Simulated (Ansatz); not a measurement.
# Co: input and output of an SCF run

Co is taken as a measured crystal structure (space group Fm-3m, primitive cell doubled), 2 atoms in the cell. The computed pressure is over 10 GPa in size, so the cell is far from the computed equilibrium volume. Source: COD entry 9012935, which need not be the ambient phase.

The calculation used DFT, PBE, PAW, plane waves, scalar-relativistic (Ansatz development build ahead of 0.2.0).

Input:

```yaml
crystal:
  lattice:
    - [-1.795, -3.59, -1.795]
    - [-1.795, 0.0, -1.795]
    - [1.795, 0.0, -1.795]
  atoms:
    - { symbol: Co, position: [0.0, 0.0, 0.0], spin: 3.0 }
    - { symbol: Co, position: [0.5, 0.0, 0.5], spin: 3.0 }
magnetization:
  spin_polarized: true
hamiltonian:
  xc: pbe
  pseudopotentials: { kind: paw }
basis:
  ecutwfc: 420
kpoints:
  mp_grid: { grid: [7, 12, 10] }
scf:
  occupations: { method: gaussian, width: 0.05 }
  lower_state_search: "off"
output:
  forces: true
  stress: true
```

What the program printed (shortened):

```
Warning: crystal.symmetry: narrowed to the stabiliser of the k-point mesh — unitary ops 32 → 8; excluded 24 operations that carry a point of the 7×12×10 mesh (shift [0, 0, 0]) off the mesh (the run samples exactly the mesh kpoints.mp_grid names, as under crystal.symmetry.detect: false, and its converged state has the mesh's symmetry, not the crystal's; [...]
Pseudopotentials: kind: paw
Pseudopotential: Co, paw, valence charge 17, recommended cutoff 420 eV (normal), Co.paw.azcp
Functional definition: PBE
Crystal: 2 atoms, lattice volume = 23.134 Å³
Basis set: ecut = 420 eV, 451 PW (Γ), exchange–correlation on 60×36×36 points (8 copies of the dense FFT grid, shifted against one another)
Bands: 24, of which v1, the nominal top of the filled ones, is band 17 counted from 1 (16 counted from 0)
Symmetry: 8 space group operations
k-points: 258 of 840
Non-local potential: Co, projectors of the file, l = 0: 3, l = 1: 2, l = 2: 3, l = 3: 1
Initial density: superposition of atomic densities (chi_scale 0.1, normalization cell)
Starting moments: Σ|m| = 6 μB on 2 of 2 sites
Initial wavefunctions: pseudopotential atomic-orbital guess
Functional: x = pbe(κ = 0.804, μ = 0.2195149727645171), c = pbe(β = 0.06672455060314922)
iter 1 solved again at ethr=7.94e-4 eV; its pass at ethr=3.10e-3 eV (dr2=2.70e-1 eV) is discarded
SCF iter   1: F=—  HF=-10251.776646 eV  |F-HF|=—  |Δ(HF+E_count)|=         —  Δρ=1.13e-1 (↑1.13e-1 ↓7.47e-2)  dr2=2.70e-1  dr2_m=1.83e0  M=3.922 μB ∫|m|=4.123 μB  β_m=0.30  ethr=7.94e-4  ⟨swp⟩=1.0  Hψ=62989  notcnv=0
Mixer restart at iter 1: flushing history
preconditioner: auto → none  [metal: Δε(μ)=0.002 eV  Ē_g=10.489 eV  σ=0.050 eV  W_gap=0.02  n_scr=6 (ndim 8)  ℏωp=32.8 eV  f_vac=0.000  D(μ)=2.51/eV (n_scr^D=36)  sad-step TF]
spin-set hold released at iteration 1 (the charge has settled, or the pull on large starting moments outlasts its swing): the magnetisation degrees of freedom join the quasi-Newton model from the next iteration; the mixer history was flushed
SCF iter   2: F=—  HF=-10251.949745 eV  |F-HF|=—  |Δ(HF+E_count)|=   1.73e-1  Δρ=8.17e-2 (↑8.17e-2 ↓6.97e-2)  dr2=3.67e-2  dr2_m=1.21e0  M=3.738 μB ∫|m|=3.992 μB  β_m=0.64  ethr=7.93e-4  ⟨swp⟩=2.0  Hψ=15899  notcnv=0
SCF iter   3: F=—  HF=-10252.644767 eV  |F-HF|=—  |Δ(HF+E_count)|=   6.95e-1  Δρ=6.07e-2 (↑6.07e-2 ↓5.97e-2)  dr2=1.83e0  dr2_m=1.50e-3  M=3.497 μB ∫|m|=3.817 μB  β_m=0.46  ethr=1.08e-4  ⟨swp⟩=3.2  Hψ=31078  notcnv=0  defer=84
SCF iter   4: F=—  HF=-10252.219910 eV  |F-HF|=—  |Δ(HF+E_count)|=   4.25e-1  Δρ=1.35e-2 (↑1.35e-2 ↓5.83e-3)  dr2=1.20e-2  dr2_m=1.55e-2  M=3.386 μB ∫|m|=3.737 μB  β_m=0.59  ethr=1.08e-4  ⟨swp⟩=3.0  Hψ=30273  notcnv=0  defer=975
SCF iter   5: F=—  HF=-10252.228823 eV  |F-HF|=—  |Δ(HF+E_count)|=   8.91e-3  Δρ=4.67e-3 (↑2.58e-3 ↓4.67e-3)  dr2=5.43e-3  dr2_m=3.20e-4  M=3.430 μB ∫|m|=3.763 μB  β_m=0.79  ethr=3.54e-5  ⟨swp⟩=2.0  Hψ=15807  notcnv=0  defer=999
SCF iter   6: F=—  HF=-10252.229680 eV  |F-HF|=—  |Δ(HF+E_count)|=   8.57e-4  Δρ=1.33e-3 (↑3.59e-4 ↓1.33e-3)  dr2=2.97e-4  dr2_m=5.57e-5  M=3.432 μB ∫|m|=3.758 μB  β_m=0.76  ethr=1.60e-5  ⟨swp⟩=2.5  Hψ=19813  notcnv=0  defer=999
SCF iter   7: F=—  HF=-10252.229626 eV  |F-HF|=—  |Δ(HF+E_count)|=   5.41e-5  Δρ=2.72e-4 (↑2.04e-4 ↓2.72e-4)  dr2=1.87e-5  dr2_m=2.03e-6  M=3.433 μB ∫|m|=3.758 μB  β_m=0.78  ethr=8.74e-7  ⟨swp⟩=2.0  Hψ=17934  notcnv=0  defer=999
SCF iter   8: F=—  HF=-10252.229634 eV  |F-HF|=—  |Δ(HF+E_count)|=   7.43e-6  Δρ=1.15e-4 (↑8.40e-5 ↓1.15e-4)  dr2=2.49e-6  dr2_m=7.14e-7  M=3.433 μB ∫|m|=3.758 μB  β_m=0.89  ethr=5.51e-8  ⟨swp⟩=2.3  Hψ=17764  notcnv=0  defer=999
SCF iter   9: F=-10252.229636 eV  HF=-10252.229636 eV  |F-HF|=4.81e-9  |Δ(HF+E_count)|=   2.19e-6  Δρ=2.51e-5 (↑9.99e-6 ↓2.51e-5)  dr2=5.00e-8  dr2_m=2.72e-8  M=3.433 μB ∫|m|=3.757 μB  ethr=2.94e-10  ⟨swp⟩=2.9  Hψ=46099  notcnv=0
SCF 1 converged in 9 iterations: F = -10252.229636 eV  dr2 = 5.00e-8
  greatest PAW one-centre occupation: 1.001 electrons in one spin orbital (limit 2), on the Co atom at site 1 (counted from 0), in its partial waves of l = 1
SCF converged after 9 iterations
Magnetization: 3.4332 μB (18.7166 up, 15.2834 down)
Absolute magnetization: 3.7579 μB (∫|ρ↑−ρ↓|, with the PAW one-centre terms)
Spin contamination: 0.0607 ħ² per cell (⟨S²⟩ above its minimum at these occupations)
Per-site moments (μB) at R_I (Å): [(1.7904, 1.0471), (1.7904, 1.0471)]
Free energy (F): -10252.229636 eV
Harris-Foulkes:  -10252.229636 eV  (|F-HF|=4.81e-9)
Internal energy: -10252.226269 eV  (E = F + TS)
E sigma→0 (E₀):  -10252.227953 eV
Entropy (-TS):   -0.003367 eV (-1.683 meV/atom)
Fermi energy:    17.429316 eV
--- Per-component energies (eV) ---
  E_band       = -532.954605
  E_kinetic    = 903.234791
  E_local      = -5845.458315  (includes V_loc(G=0)·N_el)
  E_nonlocal   = 908.727583
  E_hartree    = 2442.628851
  E_xc         = -316.611593
  E_vxc        = -408.459002  (∫ρ·V_xc dr)
  E_paw        = -3030.014533  (= ΣΔE_a)
  E_vpaw       = -976.248959  (= ΣTr[D̂ρ^β])
  E_aug_tail   = 0.000167  (compensation charges beyond the density's cutoff)
  E_ewald      = -5314.733219
  E_smearing   = -0.003367  (= −TS)
  E_closure    = -0.000000  (closes the sum)
  Σ components = -10252.229636   (vs F -10252.229636, Δ=0.00e0)
--- Forces (eV/Å), atoms counted from 1 ---
  atom   1  Co     0.00000000    -0.00000000    -0.00000000
  atom   2  Co    -0.00000000     0.00000000    -0.00000000
  max |Σ_I F_I| component: 5.98e-29 eV/Å
--- Stress (GPa, compression-positive) ---
      -10.331102      -0.230886       0.101651
       -0.230895     -10.472102      -0.230895
        0.101651      -0.230886     -10.331102
  P = ⅓ Tr σ = -10.3781 GPa (-103.781 kbar)
```

Among 11 converged runs of this cell from various starts and settings, this end is the lowest found.

The mesh has less symmetry than the lattice, which lowers the symmetry of the run.

The run took 26 s on 2 threads of x86-64 server CPU (shared host), peak memory 0.48 GiB.
